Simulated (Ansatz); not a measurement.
# Zinc, bcc: HSE06 after PBE

How do the levels change when part of the exchange is made exact, and what does it cost? Spin polarisation is left out. The geometry was relaxed under PBE beforehand and is kept. Exact exchange is dear, so the k-mesh is coarse, and PBE is run on the same mesh for comparison.

Method: DFT, plane waves (420 eV) with PBE-made PAW files, scalar-relativistic; functionals as named at each step, in Ansatz 0.2.0.

### Step 1. Starting point

Symmetry: Im-3m, No. 229, cubic system. Conventional cell: a = 3.131 Å, b = 3.131 Å, c = 3.131 Å, α = 90.00°, β = 90.00°, γ = 90.00°. Zn (site symmetry m-3m) has 8 Zn at 2.71 Å as nearest neighbours.

Coordinates:

```xyz
1
Lattice="-1.5657 1.5657 1.5657 1.5657 -1.5657 1.5657 1.5657 1.5657 -1.5657" Properties=species:S:1:pos:R:3 pbc="T T T"
Zn    0.0000    0.0000    0.0000
```

### Step 2. PBE, coarse mesh

The run with PBE.

Input file input.yaml:

```yaml
crystal:
  lattice:
    - [-1.5656848689, 1.5656848689, 1.5656848689]
    - [1.5656848689, -1.5656848689, 1.5656848689]
    - [1.5656848689, 1.5656848689, -1.5656848689]
  atoms:
    - { symbol: Zn, position: [0.0, 0.0, 0.0] }
hamiltonian:
  xc: pbe
  pseudopotentials:
    kind: paw
    azcp:
      Zn: "pseudopotentials/Zn.paw.azcp"
basis:
  ecutwfc: 420
  fft_grid_basis: typed
kpoints:
  mp_grid: { grid: [7, 7, 7], shift: [0, 0, 0] }
magnetization:
  spin_polarized: false
scf:
  occupations: { method: fermi_dirac, width: 0.1 }
```

On the command line:

```console
> ansatz run input.yaml --threads 4 --pin off --max-ram 8192MiB --backend cpu --events-out ev --progress --plain --runs-dir out
```

What it wrote, shortened:

```text
Warning: RAYON_NUM_THREADS=4 ignored (pool sized by the plan → 4); use --threads N
[...]
Pseudopotentials: kind: paw
Pseudopotential: Zn, paw, valence charge 12, recommended cutoff 420 eV (normal), <dir>
Functional definition: PBE
[...]
Crystal: 1 atoms, lattice volume = 15.352 Å³
Basis set: ecut = 420 eV, 321 PW (Γ)
Bands: 10, of which v1, the nominal top of the filled ones, is band 6 counted from 1 (5 counted from 0)
Symmetry: 48 space group operations
Space group: Im-3m (ITA 229), of the structure as read, at distance tolerance 2.5e-5 Å
k-points: 20 of 343
[...]
SCF iter   1: F=—  HF=-3318.985693 eV  |F-HF|=—  |Δ(HF+E_count)|=         —  Δρ=3.47e-3  dr2=8.76e-4  ethr=1.77e-3  ⟨swp⟩=4.8  Hψ=1270  notcnv=0
[...]
SCF iter   6: F=-3318.985327 eV  HF=-3318.985327 eV  |F-HF|=4.33e-8  |Δ(HF+E_count)|=   1.37e-7  Δρ=2.28e-5  dr2=4.24e-8  ethr=8.33e-10  ⟨swp⟩=3.0  Hψ=476  notcnv=0
[...]
SCF converged after 6 iterations
Free energy (F): -3318.985327 eV
[...]
E sigma→0 (E₀):  -3318.981859 eV
Entropy (-TS):   -0.006935 eV (-6.935 meV/atom)
Fermi energy:    10.868674 eV
[...]
```

It took 0.2 s on 4 threads of Arm Neoverse V1, shared host; peak memory 0.24 GiB.

### Step 3. HSE06 on the coarse mesh

The run with HSE06.

Changes to input.yaml since step 2:

```diff
@@ -8,3 +8,3 @@
 hamiltonian:
-  xc: pbe
+  xc: hse06
   pseudopotentials:
```

On the command line:

```console
> ansatz run input.yaml --threads 4 --pin off --max-ram 8192MiB --backend cpu --events-out ev --progress --plain --runs-dir out
```

What it wrote, shortened:

```text
Warning: RAYON_NUM_THREADS=4 ignored (pool sized by the plan → 4); use --threads N
[...]
[... 2 set-up lines as earlier in the session ...]
Functional definition: HSE06
[...]
Crystal: 1 atoms, lattice volume = 15.352 Å³
Basis set: ecut = 420 eV, 321 PW (Γ)
Bands: 10, of which v1, the nominal top of the filled ones, is band 6 counted from 1 (5 counted from 0)
[... 2 set-up lines as earlier in the session ...]
k-points: 20 of 343
[...]
SCF iter   1: F=—  HF=-3318.986161 eV  |F-HF|=—  |Δ(HF+E_count)|=         —  Δρ=4.94e-3  dr2=1.80e-3  ethr=1.77e-3  ⟨swp⟩=9.5  Hψ=1010  notcnv=0
[...]
Frozen-core exchange: fock
[...]
SCF 2 stopped early in 7 iterations: F = -3318.900269 eV  dr2 = 4.27e-6
hybrid outer 1: dexx = +5.514e-3 eV, tail = 4.62e-5 eV
[...]
Frozen-core exchange: fock
[...]
SCF iter   3: F=-3318.900067 eV  HF=-3318.900067 eV  |F-HF|=6.74e-9  |Δ(HF+E_count)|=   2.77e-8  Δρ=1.59e-5  dr2=1.48e-8  ethr=7.87e-11  ⟨swp⟩=3.2  Hψ=808  notcnv=0
[...]
hybrid outer 2: dexx = +7.884e-7 eV, tail = 5.10e-8 eV, Δε = 8.45e-3 eV (about 3.79e-4 eV left of the loop's levels)
hybrid SCF converged: 2 outer / 10 inner (+5 warm-up), last move |dexx| = 7.88e-7 eV, tail = 5.10e-8 eV
Stability not checked: this state was not tested for a lower state beside it, because the functional holds exact exchange (a hybrid, or Hartree-Fock), whose exchange loop this test does not read (fock_operator; see scf.lower_state_search)
Free energy (F): -3318.900067 eV
Frozen-core exchange: fock
[...]
E sigma→0 (E₀):  -3318.897666 eV
Entropy (-TS):   -0.004802 eV (-4.802 meV/atom)
Fermi energy:    10.717160 eV
[...]
--- Band table (eV; the first three rows and the last of 20) ---
  k-point 0: bands = ["-0.7487", "0.8732", "0.8732", "0.8732", "1.3612", "1.3612", "31.5203", "31.5203"]
[...]
  guard bands above this table: 2 of the run's 10 bands. The solve was not asked for them (output.publish_guard_bands: true or output.eigenvalues: true publishes all)
```

It took 2.8 s on 4 threads of Arm Neoverse V1, shared host; peak memory 0.63 GiB.

### Step 4. The functionals compared

| functional | gap on the mesh | Fermi energy (eV) | SCF cycles | exchange loops | CPU time |
| --- | --- | --- | --- | --- | --- |
| PBE | none (levels filled in part) | 10.869 | 6 | - | 0.41 s |
| HSE06 | none (levels filled in part) | 10.717 | 15 | 2 | 7.8 s |

### Step 5. Results

| quantity | value |
| --- | --- |
| PBE: gap | none (levels filled in part) |
| HSE06: gap | none (levels filled in part) |
| HSE06: SCF cycles, exchange loops | 15, 2 |
| HSE06: CPU time over that of PBE | 19 |
| HSE06: relative to hcp | +90 meV/atom |

In words: Both PBE and HSE06 leave levels filled in part. HSE06 cost 19 times the CPU time of PBE. The exchange operator of HSE06 was renewed in 2 outer loops. To compare with dense-mesh energies, the change of PBE from this mesh and smearing to its dense run (+36.6 meV/atom, from a run not shown) is added. Under HSE06 it lies 90 meV/atom above hcp (computed apart in the same way); on such meshes a few tens of meV are uncertain for metals. Absolute energies differ from functional to functional, by eV per atom at times, and say nothing by themselves.
